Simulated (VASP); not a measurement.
Input of a VASP 6.6.1 run:

File INCAR:

```
SYSTEM = Si2W
  ALGO = Normal
  EDIFF = 1E-6
  ENCUT = 520
  ISIF = 2
  ISMEAR = 1
  LASPH = .TRUE.
  LCHARG = .FALSE.
  LMAXMIX = 4
  LMIXTAU = .TRUE.
  LREAL = .FALSE.
  LWAVE = .FALSE.
  METAGGA = R2SCAN
  NELM = 80
  PREC = Accurate
  SIGMA = 0.1
```

The input KPOINTS:

```
k-points
0
G
  16 16 16
  0 0 0
```

POSCAR

```
Si2W                                    
1.0
   -1.6021137919      1.6021137919      3.9095849750
    1.6021137919     -1.6021137919      3.9095849750
    1.6021137919      1.6021137919     -3.9095849750
  Si              W             
     2     1
Direct
     0.3344596783827676    0.3344596783827676    0.0000000000000000
     0.6655403216172323    0.6655403216172323    0.0000000000000000
     0.0000000000000000    0.0000000000000000    0.0000000000000000
```

Contents of KPOINTS_OPT:

```
explicit points
243
Reciprocal
 0.0000000000  0.0000000000  0.0000000000 1
 0.0000000000  0.0000000000  0.0357142857 1
 0.0000000000  0.0000000000  0.0714285714 1
 0.0000000000  0.0000000000  0.1071428571 1
 0.0000000000  0.0000000000  0.1428571429 1
 0.0000000000  0.0000000000  0.1785714286 1
[... 235 lines left out ...]
 0.0218079300  0.0218079300  0.4781920700 1
-0.0218079300 -0.0218079300  0.5218079300 1
```

Potentials or basis: VASP PAW PBE potentials, release 64 (Si, W_sv).

Run with:

```bash
$ cat potpaw_PBE.64/Si/POTCAR potpaw_PBE.64/W_sv/POTCAR > POTCAR
$ mpirun -np 1 vasp_std > vasp.out
```

Problem. Estimate the largest force.

Solution. 0.044 eV/Å.

Problem. What does it give for the band gap along the path?

Solution. None (metal or under the smearing width).

Problem. What does it give for the pressure?

Solution. 0.7 GPa.

Forces on the atoms (eV/Å):
```
Si   0.000  0.000  0.044
Si   0.000  0.000 -0.044
W    0.000  0.000  0.000
```

Caveat: the PAW data sets were made with another functional, which shifts forces and pressure a little; spin-orbit coupling is left out, which moves the levels of the heavy elements.
